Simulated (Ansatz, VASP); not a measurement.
# One calculation of CoO, two programs

File INCAR:

```
SYSTEM = CoO
ALGO     = Normal         ! electronic algorithm
EDIFF    = 1E-7           ! SCF threshold, eV
ENCUT    = 520            ! plane-wave cutoff, eV
ISIF     = 2              ! what is computed and relaxed
ISMEAR   = 0              ! smearing method
ISPIN    = 2              ! spin polarisation
LASPH    = .True.         ! aspherical terms in the spheres
LCHARG   = .False.        ! write CHGCAR
LDAU     = .True.         ! DFT+U
LDAUJ    = 0 0          
LDAUL    = 2 -1           ! shell
LDAUPRINT= 1            
LDAUTYPE = 2            
LDAUU    = 4 0            ! U, eV
LMAXMIX  = 4              ! l up to which the mixer works
LORBIT   = 11             ! projections on sites
LREAL    = .False.        ! projectors in reciprocal space
LWAVE    = .False.        ! write WAVECAR
MAGMOM   = 2.82 0.28      ! initial moments
NBANDS   = 18             ! bands
NELM     = 150            ! most SCF steps
PREC     = Accurate       ! precision mode
SIGMA    = 0.05           ! smearing width, eV
```

KPOINTS

```
k-points
0
Gamma
  8 8 8
  0 0 0
```

The input POSCAR:

```
CoO
1.0
    0.0000000000      2.1315016600      2.1315016600
    2.1315016600      0.0000000000      2.1315016600
    2.1315016600      2.1315016600      0.0000000000
Co O
1 1
Direct
    0.0000000000      0.0000000000      0.0000000000
    0.5000000000      0.5000000000      0.5000000000
```

Input for Ansatz:

```yaml
crystal:
  lattice:
    - [0.0, 2.13150166, 2.13150166]
    - [2.13150166, 0.0, 2.13150166]
    - [2.13150166, 2.13150166, 0.0]
  atoms:
    - { symbol: Co, position: [0.0, 0.0, 0.0], spin: 3.0 }
    - { symbol: O, position: [0.5, 0.5, 0.5] }
basis:
  ecutwfc: 420
  ecutrho_ratio: 4
kpoints:
  mp_grid: { grid: [8, 8, 8] }
hamiltonian:
  xc: lda
  hubbard:
    sites:
      - { site: 0, l: d, u_eff: 4.0, starting_ns: [{ spin: up, occupation_matrix: s0up }, { spin: down, occupation_matrix: s0down }] }
    occupation_matrices:
      s0up:
        matrix:
          - [0.97, 0.0, 0.0, 0.0, 0.0]
          - [0.0, 0.97, 0.0, 0.0, 0.0]
          - [0.0, 0.0, 0.97, 0.0, 0.0]
          - [0.0, 0.0, 0.0, 0.97, 0.0]
          - [0.0, 0.0, 0.0, 0.0, 0.97]
      s0down:
        matrix:
          - [0.02, 0.0, 0.0, 0.0, 0.0]
          - [0.0, 0.02, 0.0, 0.0, 0.0]
          - [0.0, 0.0, 0.97, 0.0, 0.0]
          - [0.0, 0.0, 0.0, 0.02, 0.0]
          - [0.0, 0.0, 0.0, 0.0, 0.97]
    ns_hold: { iters: 10 }
scf:
  occupations: { method: gaussian, width: 0.05 }
  lower_state_search: "off"
  max_iter: 150
output:
  forces: true
  stress: true
  eigenvalues: true
  populations: true
  hubbard: { sites: [{ site: 0, l: d }] }
  write_density: true
  write_potential: true
  elf: true
  volumetric_format: npy
magnetization:
  spin_polarized: true
```

Alike in both runs: task single point; functional LDA; k mesh 8 × 8 × 8; occupations gaussian, width 0.05 eV; collinear spin; Hubbard terms Co d U = 4.0 eV.

```csv
,VASP,Ansatz
version,VASP 6.6.1,Ansatz 0.2.0
potentials or method,"VASP PAW LDA potentials, release 64 (Co, O)","scalar-relativistic, plane waves, PAW"
plane-wave cutoff (eV),520,420
valence electrons in the cell,15,23
```

Ansatz gave:

| Quantity | Value |
| --- | --- |
| gap on the k mesh at the Fermi level (eV) | none |
| pressure (GPa) | -7.8 |
| largest component of the traceless stress (GPa) | 8.21 |
| net moment per atom (μB) | 1.49 |
| size of the moment on the site where the two differ most (μB) | 2.57 |

**Question.** Which values does VASP return?

**Answer.** gap on the k mesh at the Fermi level (eV): none; pressure (GPa): -19.1; largest component of the traceless stress (GPa): 0.00; net moment per atom (μB): 1.50; size of the moment on the site where the two differ most (μB): 2.71.

Site moments also hang on the region over which each program counts them. The programs project onto different local orbitals, so the same U acts differently. A gap of «none» marks a metal or a gap that the smearing closes. The two sets of potentials don't hold the same shells in valence. Ansatz warned: «filled_band_counts_differ_across_k_points».

Caveats: a cell with one magnetic atom can't hold antiferromagnetic order, which such compounds often take. The state reached can hang on the start; a lower one may exist.
